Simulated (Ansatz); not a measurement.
# H started on a Pb site and Pb started in the widest void in rocksalt PbSe, 65 atoms, charge +1

Aim: let the atoms about the defect relax, then find its formation energy and its levels in the gap by PBEsol, HSE06 and r²SCAN.

Program: Ansatz 0.2.0, PAW, plane waves. These are calculated values, not measurements.

## 1. The system as built

65 atoms (32 Se, 32 Pb, 1 H); a = 12.200 Å, b = 12.200 Å, c = 12.200 Å, α = 90.00°, β = 90.00°, γ = 90.00°. All atoms were shaken off their sites by about 0.02 Å along each axis. Defect site 1: (0.500, 0.500, 0.500). Defect site 2: (0.375, 0.375, 0.375).

The runs, in order: (2) PBEsol relaxation at the single k point (¼, ¼, ¼), on 1 × NVIDIA GB200 with 8 threads of Arm Neoverse-V2; (3) HSE06 single point at the single k point (¼, ¼, ¼), on 1 × NVIDIA GB200 with 8 threads of Arm Neoverse-V2; (4) r²SCAN single point at the single k point (¼, ¼, ¼), on 1 × NVIDIA GB200 with 8 threads of Arm Neoverse-V2.

## 2. Relaxation of the positions (PBEsol)

Input file in.yaml:

```yaml
crystal:
  lattice:
    - [12.200000, 0.000000, 0.000000]
    - [0.000000, 12.200000, 0.000000]
    - [0.000000, 0.000000, 12.200000]
  atoms:
    - { symbol: Se, position: [0.248792, 0.001256, 0.997452] }
    - { symbol: Se, position: [0.250243, 0.998869, 0.500817] }
    - { symbol: Se, position: [0.249578, 0.499585, 0.999708] }
    - { symbol: Se, position: [0.254345, 0.501992, 0.500525] }
    - { symbol: Se, position: [0.750084, 0.998016, 0.998968] }
    - { symbol: Se, position: [0.749284, 0.000214, 0.499825] }
    - { symbol: Se, position: [0.749228, 0.501154, 0.001551] }
    - { symbol: Se, position: [0.752295, 0.498176, 0.501170] }
    - { symbol: Se, position: [0.000700, 0.250912, 0.999582] }
    - { symbol: Se, position: [0.999739, 0.247259, 0.500551] }
    - { symbol: Se, position: [0.000691, 0.748738, 0.999676] }
    - { symbol: Se, position: [0.999588, 0.752084, 0.500453] }
    - { symbol: Se, position: [0.500926, 0.250108, 0.002371] }
    - { symbol: Se, position: [0.502418, 0.247943, 0.501340] }
    - { symbol: Se, position: [0.500361, 0.749675, 0.000423] }
    - { symbol: Se, position: [0.501800, 0.748985, 0.502071] }
    - { symbol: Se, position: [0.998083, 0.999178, 0.248181] }
    - { symbol: Se, position: [0.000209, 0.000468, 0.749740] }
    - { symbol: Se, position: [0.998225, 0.497275, 0.248883] }
    - { symbol: Se, position: [0.003133, 0.502825, 0.748154] }
    - { symbol: Se, position: [0.499890, 0.999311, 0.250159] }
    - { symbol: Se, position: [0.496421, 0.000119, 0.750711] }
    - { symbol: Se, position: [0.501315, 0.500717, 0.253496] }
    - { symbol: Se, position: [0.498483, 0.497166, 0.748682] }
    - { symbol: Se, position: [0.250007, 0.250367, 0.249489] }
    - { symbol: Se, position: [0.250550, 0.249243, 0.751605] }
    - { symbol: Se, position: [0.250271, 0.752249, 0.249360] }
    - { symbol: Se, position: [0.250521, 0.749570, 0.748895] }
    - { symbol: Se, position: [0.749196, 0.249921, 0.247556] }
    - { symbol: Se, position: [0.750152, 0.249148, 0.750597] }
    - { symbol: Se, position: [0.748157, 0.750078, 0.250998] }
    - { symbol: Se, position: [0.749633, 0.750137, 0.751585] }
    - { symbol: Pb, position: [0.998612, 0.998360, 0.998444] }
    - { symbol: Pb, position: [0.000506, 0.996770, 0.500107] }
    - { symbol: Pb, position: [0.998611, 0.499044, 0.997516] }
    - { symbol: Pb, position: [0.001050, 0.497985, 0.499346] }
    - { symbol: Pb, position: [0.499662, 0.001990, 0.998574] }
    - { symbol: Pb, position: [0.501133, 0.001804, 0.499833] }
    - { symbol: Pb, position: [0.498725, 0.500883, 0.000517] }
    - { symbol: Pb, position: [0.252353, 0.245621, 0.002900] }
    - { symbol: Pb, position: [0.249765, 0.252264, 0.500543] }
    - { symbol: Pb, position: [0.249970, 0.750379, 0.997629] }
    - { symbol: Pb, position: [0.249237, 0.748760, 0.500964] }
    - { symbol: Pb, position: [0.749361, 0.250700, 0.998655] }
    - { symbol: Pb, position: [0.750140, 0.252636, 0.502089] }
    - { symbol: Pb, position: [0.749072, 0.752184, 0.999448] }
    - { symbol: Pb, position: [0.751433, 0.751181, 0.500213] }
    - { symbol: Pb, position: [0.248560, 0.002648, 0.250427] }
    - { symbol: Pb, position: [0.249278, 0.998684, 0.751139] }
    - { symbol: Pb, position: [0.250528, 0.500398, 0.252158] }
    - { symbol: Pb, position: [0.248676, 0.499191, 0.750307] }
    - { symbol: Pb, position: [0.747814, 0.999669, 0.250459] }
    - { symbol: Pb, position: [0.750662, 0.999126, 0.750573] }
    - { symbol: Pb, position: [0.749775, 0.500522, 0.248495] }
    - { symbol: Pb, position: [0.744844, 0.503667, 0.749233] }
    - { symbol: Pb, position: [0.000936, 0.249869, 0.248961] }
    - { symbol: Pb, position: [0.999739, 0.247794, 0.749511] }
    - { symbol: Pb, position: [0.000567, 0.750326, 0.251167] }
    - { symbol: Pb, position: [0.999105, 0.754221, 0.750012] }
    - { symbol: Pb, position: [0.498927, 0.248543, 0.250364] }
    - { symbol: Pb, position: [0.500849, 0.250957, 0.750935] }
    - { symbol: Pb, position: [0.499341, 0.749585, 0.250060] }
    - { symbol: Pb, position: [0.499867, 0.748393, 0.749733] }
    - { symbol: Pb, position: [0.373933, 0.374159, 0.376198] }
    - { symbol: H, position: [0.500547, 0.500235, 0.498148] }
  symmetry: { detect: false }
kpoints:
  mp_grid: { grid: [1, 1, 1], shift: [0.25, 0.25, 0.25] }
hamiltonian:
  xc: pbesol
total_charge: 1
scf:
  occupations: { method: fermi_dirac, width: 0.01 }
relax:
  f_tol: 0.03
  max_steps: 80
  escape_saddle: false
  adjacent_minimum: "off"
output:
  forces: true
  eigenvalues: true
  populations: true
  charged_corrections: { epsilon: 210 }
```

On the command line:

```bash
$ ansatz run in.yaml --threads 8 --pin off --max-ram 118750MiB --runs-dir r --events-out ev --progress --plain --backend cuda --devices 0, --max-vram 170GiB
```

Further steps of the session: Single point with HSE06; r²SCAN on the same atoms.

What does the calculation give? Wanted: for each run, formation energy; host gap; top filled to lowest empty.

**Answer**, as computed:

```
             level         time  formation energy (eV)  host gap (eV)  top filled to lowest empty (eV)
PBEsol, relaxation   19 s (GPU)                   0.82           0.11                             1.30
             HSE06   57 s (GPU)                   0.83           0.71                             1.93
            r²SCAN  5.9 s (GPU)                   1.03           0.52                             1.59
```

| quantity | value |
| --- | --- |
| relaxation | 20 recorded steps, 7.81 eV gained |
| largest shift | 2.36 Å (Pb64) |

The relaxation lowers the energy by 7.81 eV; the largest shift is 2.36 Å (Pb64). The formation energy at E_F = VBM goes from 0.82 eV (PBEsol) to 1.03 eV (r²SCAN), as the host gap goes from 0.11 to 0.52 eV. The reservoirs are the elements' reference phases; where the defect changes the composition, the value depends on that choice. The HSE06 single point took about 9.6 times as long as the r²SCAN one on the same kind of device. Spin–orbit coupling is left out, which matters for the band edges of the heavier elements here. The host's edges were read at Γ, so band-like levels at this k point need not coincide with them. One k point and a cell of this size can leave errors of several tenths of an eV. The dielectric constant of 210 in the correction is an assumed value.
